A crystal of silicon carbide can be seen as a stack of bilayers, each made of one sheet of Si and one of C. In the polytype treated here the stack repeats after six bilayers along the axis $c$. The table lists its optical vibrations at the zone centre, where every cell moves alike, as computed with the PBEsol functional. The PAW datasets, which stand in for the atomic cores, were made for another functional, PBE. This may shift the frequencies somewhat, and they were not checked with a second program, so the argument below rests on their pattern rather than on their exact values. Phonon degeneracy counts the independent vibrations in a level. Phonon infrared intensity measures how strongly they change the dipole moment.

Zone-centre optical vibrations of relaxed SiC (12-atom cell, space group P6_3mc, a = 3.079 Å, c = 15.107 Å), from density-functional perturbation theory in Ansatz 0.2.0 with PBEsol, PAW, a 420 eV plane-wave cutoff and a 9×9×2 k mesh. Frequencies leave out the longitudinal term, and intensities are summed over each degenerate level.

| row | phonon frequency (cm⁻¹) | phonon degeneracy | phonon infrared intensity ((debye/Å)²/amu) |
| --- | --- | --- | --- |
| 1 | 139.4 | 2 | 0 |
| 2 | 143.9 | 2 | 0 |
| 3 | 224.7 | 2 | 0.001 |
| 4 | 230.3 | 2 | 0.007 |
| 5 | 254.3 | 2 | 0 |
| 6 | 276.3 | 1 | 0 |
| 7 | 278.8 | 1 | 0 |
| 8 | 495.6 | 1 | 0.123 |
| 9 | 503.7 | 1 | 0.007 |
| 10 | 601.6 | 1 | 0 |
| 11 | 761.0 | 2 | 0 |
| 12 | 763.6 | 2 | 0.257 |
| 13 | 770.8 | 2 | 0.035 |
| 14 | 777.6 | 1 | 126 |
| 15 | 779.8 | 2 | 0 |
| 16 | 781.0 | 2 | 0 |
| 17 | 787.8 | 2 | 240 |
| 18 | 824.0 | 1 | 0 |
| 19 | 870.0 | 1 | 0.141 |
| 20 | 874.4 | 1 | 0.065 |
| 21 | 925.5 | 1 | 0 |
| 22 | 933.0 | 1 | 0 |

**(a) How many levels should six stacked bilayers give, and which of them can absorb infrared light?**

*Solution.* Think first of a crystal whose cell holds a single bilayer. A wave running along $c$ has four branches, acoustic and optical, each with motion along $c$ or in the plane. In long waves the two sheets of a bilayer move together (acoustic) or against each other (optical); in shorter waves these motions mix. In the six-bilayer cell a wave must fit the cell, so its phase advances by $60^\circ\times m$ per bilayer, with the fold index $m=0,\pm1,\pm2,3$. What was a wave in the small cell is now a vibration at the zone centre.

Each branch thus gives one level for $m=0$, a pair for $m=\pm1$, a pair for $m=\pm2$ and one level for $m=3$. Four branches make $4\times6=24$ levels. Two of these, the acoustic ones with $m=0$, merely shift the whole crystal, which leaves the 22 of the table. By symmetry, single levels move along $c$ and double ones in the plane.

Light couples to the total dipole of the cell. For odd $m$ the two halves of the cell, which the screw axis makes equivalent, move oppositely, and their dipoles cancel exactly. For $m=\pm2$ the dipoles of three successive bilayers point $120^\circ$ apart in phase and would cancel too if the bilayers were alike; the stacking makes them slightly unequal. Unequal Born charges alone could give these levels at most 0.007 in the plane and 0.09 along $c$, against 0.3 and 0.336 found, so most of their weak intensity must come from a small admixture of the $m=0$ motion. Only for $m=0$ do all dipoles add.

This predicts twelve silent levels, eight weak ones and two strong ones, and the table has just these numbers. Rows 14 and 17 carry more than 99.7 % of the intensity in their respective directions. If all Si atoms move rigidly against all C atoms, the mean Born charges of the same calculation give 126 along $c$ and 240 in the plane, as computed. The rigid motion holds nearly all the intensity these charges allow, so this agreement and the share just quoted say the same thing: these two vibrations are almost purely rigid. Infrared absorption therefore sees the Si–C bond clearly and the stacking hardly at all.

**(b) Along each branch, what makes the frequency change with $m$, and why does it change more for motion along $c$ than in the plane?**

*Solution.* Treat each direction as a chain of Si and C sheets with masses $M$ and $M'$, joined by springs $K_1$ within a bilayer and $K_2$ between bilayers. Newton's equations for a wave with phase step $60^\circ\times m$ give

$$MM'\omega^4-(K_1+K_2)(M+M')\,\omega^2+4K_1K_2\sin^2(30^\circ m)=0 .$$

The two roots are the squared acoustic and optical frequencies. Their sum does not depend on $m$, while their product grows as $\sin^2(30^\circ m)$. Hence, in squared frequency, the optical branch loses what the acoustic branch gains.

The limits show why. For $m=0$ neighbouring bilayers move in step, so the acoustic motion strains no bond and the optical motion has the whole restoring force. For $m=3$ neighbouring bilayers move in antiphase, and the force is shared. Sliding bilayers sideways mostly bends bonds, which is easy, whereas moving them along $c$ stretches bonds, which is hard. The acoustic branch accordingly climbs to only 254 cm⁻¹ in the plane (row 5) but to 602 cm⁻¹ along $c$ (row 10), and the optical branch along $c$ has more to give up.

The levels with $m=3$ fix the sum of the two roots and their largest product: rows 5 and 11 in the plane, rows 10 and 18 along $c$. As a worked case take the in-plane optical level with $m=0$, which took no part in this. Its acoustic partner has zero frequency, so the whole sum belongs to it:

$$\sqrt{254.3^2+761.0^2}\ \text{cm}^{-1}\approx 802\ \text{cm}^{-1}.$$

Row 17 has 788 cm⁻¹, so the chain is 2 % too high. The fall of the branch is a harder test: from $m=0$ to $m=3$ the chain drops by 41 cm⁻¹, the computed levels by only 27.

The other in-plane optical levels are met at least as well. The chain is cruder elsewhere: up to 15 % too low for the acoustic levels and up to 7 % too high for the folded optical levels along $c$. Along $c$ it even fails as a picture of springs. If forces act only between unlike sheets, the two frequencies at $m=3$ must differ by a factor of at least $\sqrt{M/M'}\approx1.5$, yet rows 10 and 18 differ by a factor of 1.4. No real $K_1$ and $K_2$ give that, so there the equation is only a fitted curve.

What is missing is forces between like sheets, Si on Si and C on C: in a chain of equal bilayers only these can make the sum of the two squared frequencies depend on $m$. Their origin is not settled here. The stiffness of bond angles alone cannot supply them along $c$. When whole sheets move along $c$, the bonds between bilayers keep their direction, while the bonds within a bilayer tilt by an amount set only by the spacing of its own two sheets. The angles do change, but their stiffness merely adds to $K_1$, a force between unlike sheets. Such forces make the exchange between the branches incomplete: from $m=1$ to $m=3$ the optical branch gives up only about two thirds of what the acoustic branch gains, in both directions. The chain also gives both members of a $\pm m$ pair the same frequency. In the crystal the changing sense of the stacking separates them, by 8 cm⁻¹ at most.

The fold index of each level was inferred from degeneracy, intensity, pairing and order, not from the atoms' displacements. Since the order was used, the smooth course of the branches is no independent proof of the assignment.

**(c) The chain formula puts row 14, the optical level along $c$ with $m=0$, at 1020 cm⁻¹. Why is the computed value so much lower?**

*Solution.* The other optical levels along $c$ rise towards small $m$: 824 cm⁻¹ for $m=3$, then on average 872 for $m=\pm2$ and 929 for $m=\pm1$. Row 14 should top this series, yet it has only 778 cm⁻¹. What it lacks is an electric force, not a bond.

When Si and C sheets move apart along $c$ in a wave that also runs along $c$, charge piles up and its field pulls them back. For $m\neq0$ this field alternates inside the cell and is part of the calculation. For $m=0$ it becomes uniform, and the levels in the table are computed without this uniform, or longitudinal, term.

The Lyddane–Sachs–Teller relation, applied as if row 14 were the only polar vibration along $c$, restores it. The same calculation gives dielectric constants along $c$ of 10.95 with the ions free to move and 7.35 with the ions held fixed:

$$777.6\ \text{cm}^{-1}\times\sqrt{10.95/7.35}\approx 949\ \text{cm}^{-1}.$$

This lies just above the 929 cm⁻¹ of the $m=\pm1$ pair, where the branch was heading. The remaining distance to 1020 cm⁻¹ is the error of the formula, which leaves out the forces between like sheets.

Row 17 serves as a control. Its atoms move across the direction of the wave, no charge piles up, and it fits its branch without any correction. With the field left out, rows 14 and 17 are nearly the same vibration in two directions, which is why they lie only 10 cm⁻¹ apart. The printed analysis below compares the chain with every level.

Printed output of the fit:

```
Chain fixed by the m = 3 levels:
  row  fold index m  computed cm-1  step from row above cm-1  chain cm-1  chain miss %
    1             1          139.4                       n/a         122        -12.47
    2             1          143.9                       4.5         122        -15.21
    3             2          224.7                      80.8         217        -3.445
    4             2          230.3                       5.6         217        -5.793
    5             3          254.3                        24       254.3     1.118e-14
    6             1          276.3                        22       250.6        -9.294
    7             1          278.8                       2.5       250.6        -10.11
    8             2          495.6                     216.8       475.6        -4.028
    9             2          503.7                       8.1       475.6        -5.571
   10             3          601.6                      97.9       601.6             0
   11             3            761                     159.4         761             0
   12             2          763.6                       2.6       772.5         1.162
   13             2          770.8                       7.2       772.5        0.2174
   14             0          777.6                       6.8        1020          31.2
   15             1          779.8                       2.2         793         1.697
   16             1            781                       1.2         793         1.541
   17             0          787.8                       6.8       802.4         1.849
   18             3            824                      36.2         824             0
   19             2            870                        46       902.6         3.746
   20             2          874.4                       4.4       902.6         3.224
   21             1          925.5                      51.1         989         6.859
   22             1            933                       7.5         989             6
Number of optical modes, degeneracy counted: 33
Share of in-plane infrared intensity in the m 0 level, %: 99.88
Share of c-axis infrared intensity in the m 0 level, %: 99.73
Rigid Si against C, predicted in-plane intensity of both components, (D/A)^2/amu: 240.4
Rigid Si against C, predicted c-axis intensity, (D/A)^2/amu: 126.1
Summed intensity of folded in-plane levels, (D/A)^2/amu: 0.3
Upper limit from unequal charges alone, in plane, (D/A)^2/amu: 0.006984
Summed intensity of folded c-axis levels, (D/A)^2/amu: 0.336
Upper limit from unequal charges alone, along c, (D/A)^2/amu: 0.09031
Row 14 with its macroscopic field, one-mode estimate, cm-1: 948.8
Rise of row 14 by the field, same estimate, cm-1: 171.2
Mean of the c-axis optical pair with m 1, cm-1: 929.2
Mean of the c-axis optical pair with m 2, cm-1: 872.2
Largest chain miss of acoustic-branch levels, %: 15.21
Largest chain miss of in-plane optical levels, %: 1.849
Largest chain miss of folded c-axis optical levels, %: 6.859
```
